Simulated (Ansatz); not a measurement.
Input for Ansatz (plane-wave DFT), Hg:

```yaml
crystal:
  lattice:
    - [3.3205578694, 0.0, 0.0]
    - [-1.4721436807, 3.0761348998, 0.0]
    - [-0.9583293978, -1.3972993748, 8.1206091033]
  atoms:
    - { symbol: Hg, position: [0.58607012, 0.74142229, 0.33525781] }
    - { symbol: Hg, position: [0.41392988, 0.25857771, 0.66474219] }
    - { symbol: Hg, position: [0.0, 0.0, 0.0] }
basis:
  ecutwfc: 420
kpoints:
  mp_grid: { grid: [2, 2, 1], shift: [0, 0, 0.5] }
hamiltonian:
  xc: pbe
  dispersion: none
scf:
  occupations: { method: cold, width: 0.0054 }
  max_iter: 80
  convergence: { dr2_threshold: "1e-9 eV" }
output:
  forces: true
  stress: true
  eigenvalues: true
```

Command:

```bash
ansatz run input.yaml --threads 1 --pin off --max-ram 1331MiB --backend cpu --events-out ev --progress --plain --runs-dir out
```

Output, shortened (HF is the Harris–Foulkes energy, dr2 the density residual in eV):

```text
Warning: output.stress: scf.convergence.dr2_threshold = 1e-9 eV is looser than the 3e-10 eV advised for a printed stress (1e-10 eV for each atom of the cell: 3). What an SCF threshold leaves in a stress goes as its square root, and in the free energy as the threshold itself …
Pseudopotential: Hg, paw, valence charge 20, recommended cutoff 420 eV (normal)
Crystal: 3 atoms, lattice volume = 82.948 Å³
Basis set: ecut = 420 eV, 1623 PW (Γ), exchange–correlation on 48×48×120 points (8 copies of the dense FFT grid, shifted against one another)
Bands: 36, of which v1, the nominal top of the filled ones, is band 30 counted from 1 (29 counted from 0)
Symmetry: 2 space group operations
Space group: P-1 (ITA 2), of the structure as read, at distance tolerance 4.4e-5 Å
k-points: 4
Initial density: superposition of atomic densities, corrected by the library's trained network
SCF iter   1: HF=-41437.719511 eV  Δρ=1.17e-2  dr2=1.47e-1
SCF iter   2: HF=-41437.698501 eV  S|Δr|=   1.57e-3  Δρ=6.68e-3  dr2=4.83e-2
SCF iter   3: HF=-41437.697223 eV  S|Δr|=   1.57e-3  Δρ=1.76e-3  dr2=3.20e-3
SCF iter   4: HF=-41437.698214 eV  S|Δr|=    0.00e0  Δρ=3.21e-4  dr2=1.15e-4
automatic band count: iteration 4 solves 35 bands in place of 36: the levels show a gap, and the empty bands left out lie too high to hold charge; the band table lists the bands solved (type scf.n_extra_bands for more)
   ...
SCF iter   7: HF=-41437.698246 eV  S|Δr|=    0.00e0  Δρ=8.72e-6  dr2=1.07e-7
SCF iter   8: HF=-41437.698246 eV  S|Δr|=    0.00e0  Δρ=2.31e-6  dr2=5.89e-9
SCF iter   9: F=-41437.698246 eV  HF=-41437.698246 eV  S|Δr|=    0.00e0  Δρ=5.06e-7  dr2=2.57e-10
SCF 1 converged in 9 iterations: F = -41437.698246 eV  dr2 = 2.57e-10
SCF converged after 9 iterations
Stability not checked: this state was not tested for a lower state beside it, because cold or Methfessel-Paxton smearing, or corrected tetrahedra, fill the levels in a way that the test cannot read (fill_not_monotonic; see scf.lower_state_search)
Free energy (F): -41437.698246 eV
E sigma→0 (E₀):  -41437.698314 eV
Entropy (-TS):   0.000204 eV (0.068 meV/atom)
Fermi energy:    11.162196 eV
Step filling:    the computed levels leave a gap of 0.0137 eV = 2.5 smearing widths at the electron count; against every level under it full and every level over it empty, smearing changes F+E_penalty+E_count by +0.219 meV and its σ→0 estimate by +0.151 meV
--- Forces (eV/Å), atoms counted from 1 ---
  atom   1  Hg     0.34818572    -0.22445357    -0.04174258
  atom   2  Hg    -0.34818572     0.22445357     0.04174258
  atom   3  Hg     0.00000000     0.00000000     0.00000000
--- Stress (GPa, compression-positive) ---
       17.107185      -0.123899       2.164661
       -0.123899      13.292809       4.049863
        2.164661       4.049863      -1.651657
  P = ⅓ Tr σ = 9.5828 GPa (95.828 kbar)
```

The inputs are trials, many of them unsound on purpose. Their numbers show the effect of the settings and aren't properties of the material.